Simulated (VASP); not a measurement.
Here is a VASP 6.6.1 calculation.

Contents of INCAR:

```
SYSTEM = BAs
ALGO = Fast
EDIFF = 1E-6
ENCUT = 520
GGA = PE
ISIF = 2
ISMEAR = 0
LASPH = .True.
LCHARG = .False.
LREAL = .False.
LWAVE = .False.
NELM = 60
PREC = Accurate
SIGMA = 0.03
```

File KPOINTS:

```
k-points
0
Gamma
  4 4 4
  0 0 0
```

The input POSCAR:

```
BAs
1.0
    0.0000000000      2.3885000000      2.3885000000
    2.3885000000      0.0000000000      2.3885000000
    2.3885000000      2.3885000000      0.0000000000
As B
1 1
Direct
    0.7500000000      0.7500000000      0.7500000000
    0.0000000000      0.0000000000      0.0000000000
```

Potentials or basis: VASP PAW PBE potentials, release 64 (As, B).

Command:

```sh
$ cat potpaw_PBE.64/As/POTCAR potpaw_PBE.64/B/POTCAR > POTCAR
$ mpirun -np 1 vasp_std > vasp.out
```

Problem. Estimate the band gap on the k mesh.

Solution. 1.41 eV, indirect (least direct gap 3.26 eV).

Problem. What does it give for the pressure?

Solution. 4.0 GPa.

Caveat: the k mesh is coarse (spacing up to 0.57 Å⁻¹), so the values aren't converged. As with any semilocal functional, this PBE gap is likely too small.
